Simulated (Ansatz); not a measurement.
**ZnS, explained**

**What was measured.** A cell as deposited of hexagonal ZnS (space group P6_3mc), temperature not stated, from the Crystallography Open Database (1993, doi:10.1103/PhysRevB.48.4335), has a, c = 3.811, 6.234 Å and 19.60 Å³/atom.

From a printed reference work, monograph, for a bulk crystal of ZnS at 4 K: band gap 3.911 eV (direct).

Computed with Ansatz (plane waves, PAW, 420 eV cutoff): PBE, scalar-relativistic, no spin polarisation, 10×10×6 k-mesh, Gaussian smearing of 0.05 eV; PAW files: Ansatz's generated set soft_2.

The chain of runs began from a cell as deposited in COD, expanded in volume.

The relaxed structure (symmetry read at 0.01 Å). Symmetry: P6_3mc, No. 186, hexagonal system. Conventional cell: a = 3.846 Å, b = 3.846 Å, c = 6.304 Å, α = 90.00°, β = 90.00°, γ = 120.00°. Zn (site symmetry 3m) has 4 S at 2.36 Å as nearest neighbours. Around S (site symmetry 3m) lie 4 Zn at 2.36 Å. (Neighbours are counted to 15 % beyond the shortest distance.)

Results at this level of theory:

* Volume: 20.19 Å³/atom
* Band gap: 2.08 eV
* Smallest direct gap: 2.08 eV
* Bader charges: Zn 0.89; S -0.89 e
* Formation energy from the elements (0 K, uncorrected): -0.82 eV/atom
* Bulk modulus (Birch–Murnaghan): 69 GPa
* Pressure derivative B0′: 4.4

Q: Should it be a metal or an insulator?

A: Formal charges Zn²⁺, S²⁻ balance and leave closed shells on every ion, so a band insulator is expected, and the gap is 2.08 eV.

It is direct, 2.08 eV. Within 0.6 eV of the edges the projected states are 91 % S 3p at the top of the valence band and 61 % Zn 4s at the bottom of the conduction band. Crossing the gap moves an electron from the anion's filled p shell to the metal's empty orbitals, as in polar semiconductors.

Q: What fixes the bond lengths?

A: Shannon's ionic radii give a check on the bond lengths: Zn²⁺ with 4 neighbours 0.60 Å + S²⁻ 1.84 Å (six-fold value) = 2.44 Å against a computed mean of 2.36 Å. The largest miss is -3 %; bonds shorter than the sum are usual where the bond is partly covalent, as with large, soft anions.

Q: How ionic is it?

A: Bader charges against formal ones: Zn +0.89 (+2), S −0.89 (−2). The cations give up 45 % of the formal charge; Bader charges stay under formal ones because the anions' density reaches into the cations' basins, the more so the higher the formal charge and the softer the anion.

Q: How stiff is it, in energy terms?

A: B0·V0 = 69.2 GPa × 20.18 Å³ = 8.71 eV/atom sets the scale: near the minimum ΔE ≈ ½ B0 V0 x², with x = V/V0 − 1, and a pressure of 0.7 GPa squeezes the volume by about 1 %. At the ends of the curve: x = −4.0 % predicts 6.9 meV/atom and the run gives 7.5; x = +4.0 % predicts 7.0 meV/atom and the run gives 6.5. The lopsidedness is anharmonic: atoms resist being pushed together more than being pulled apart.

**Comparison.** The computed cell (3.846, 6.304 Å, 20.19 Å³/atom) differs from the database's by +3.0 % in volume, about +1.0 % in length. PBE usually overestimates volumes by a few per cent. The static lattice also lacks zero-point motion and thermal expansion, roughly 0.9 to 2.2 % in volume at 300 K (room temperature assumed) by Grüneisen's rule, γ·3k_BT/(B0·V0) with γ of 1 to 2.5, so its own overestimate is larger than the figure. A measured gap of ZnS is 3.911 eV (direct; 4 K; a printed reference work, monograph); the calculated 2.08 eV misses it by -1.83 eV. Kohn–Sham gaps of semilocal functionals mostly fall below measured ones. Temperature and excitons aren't in the calculation.

Semilocal functionals underestimate band gaps, commonly by a third or more.
